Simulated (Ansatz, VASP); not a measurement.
**Sr: VASP beside Ansatz**

```xyz
1
Lattice="0.0000 3.0824 3.0824 3.0824 0.0000 3.0824 3.0824 3.0824 0.0000" Properties=species:S:1:pos:R:3 pbc="T T T"
Sr    0.0000    0.0000    0.0000
```

Change from the starting cell: volume scaled by 1.04.

Alike in both runs: task single point; functional LDA; k mesh 8 × 8 × 8; occupations fermi-dirac, width 0.05 eV; no spin polarisation.

```csv
,VASP,Ansatz
version,VASP 6.6.1,Ansatz 0.2.0
potentials or method,"VASP PAW LDA potentials, release 64 (Sr_sv), cutoff 520 eV","all-electron LAPW, scalar-relativistic"
```

|  | VASP | Ansatz | Ansatz less VASP |
| --- | --- | --- | --- |
| gap on the k mesh at the Fermi level (eV) | none | none | - |
| pressure (GPa) | -1.9 | -1.9 | +0.01 |

A gap of «none» marks a metal or a gap that the smearing closes. Ansatz ran all-electron here, so the differences hold the error of VASP's frozen core and of both bases.
